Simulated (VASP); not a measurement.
Crystal: AlN.

```xyz
4
Lattice="3.1130 0.0000 0.0000 -1.5565 2.6959 0.0000 0.0000 0.0000 4.9810" Properties=species:S:1:pos:R:3 pbc="T T T"
Al    0.0000    1.7973    0.0000
Al    1.5565    0.8986    2.4905
N     0.0000    1.7973    1.8928
N     1.5565    0.8986    4.3833
```

Base run:

* Program: VASP 6.6.1
* Functional: PBE
* Potentials or basis: VASP PAW PBE potentials, release 64 (Al, N)
* Cutoff: 520 eV
* k mesh: 8 × 8 × 5
* Occupations: fermi-dirac, width 0.02 eV
* Spin: no spin polarisation

Its results: band gap on the k mesh 4.22 eV, direct; pressure 3.5 GPa; largest force 0.129 eV/Å.

**Question.** The run is repeated on the same cell with these changes: functional from PBE to PBEsol. What comes out?

**Answer.** Band gap on the k mesh 4.15 eV, direct; pressure 0.2 GPa; largest force 0.132 eV/Å.

PBEsol binds more tightly than PBE, so the same cell stands under less pressure.

Caveats: the PAW data sets were made with another functional, which shifts forces and pressure a little (some runs).

